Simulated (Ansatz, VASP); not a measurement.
Two plane-wave programs on TiAl

```
CELL_PARAMETERS angstrom
3.01800 0.00000 0.00000
0.00000 3.01800 0.00000
0.00000 0.00000 3.01800
ATOMIC_POSITIONS crystal
Ti 0.53511 0.52975 0.54906
Al 0.97773 0.01919 0.96448
```

Alike in both runs: task single point; functional LDA; k mesh 7 × 7 × 7; occupations fermi-dirac, width 0.01 eV; no spin polarisation.

|  | VASP | Ansatz |
| --- | --- | --- |
| version | VASP 6.6.1 | Ansatz 0.2.0 |
| potentials or method | VASP PAW LDA potentials, release 64 (Ti_sv, Al) | plane waves, PAW |
| plane-wave cutoff (eV) | 520 | 540 |
| valence electrons in the cell | 15 | 15 |

VASP gave:

```
pressure (GPa)                                  : 21.6
largest component of the traceless stress (GPa) : 5.56
rms of the force components (eV/Å)              : 1.814
```

Question: Which values does Ansatz return?

Answer: Pressure (GPa): 21.5; largest component of the traceless stress (GPa): 5.53; rms of the force components (eV/Å): 1.806.

Atom by atom the forces differ by 0.008 eV/Å (rms over components). Ansatz warned: «stress_scf_threshold_loose».

Caveats: so large a pressure means that the cell lies far from this level's equilibrium, or that cutoff or potentials fall short (VASP); forces of over 1 eV/Å show positions far from the minimum, so gaps and moduli don't describe the material at rest.
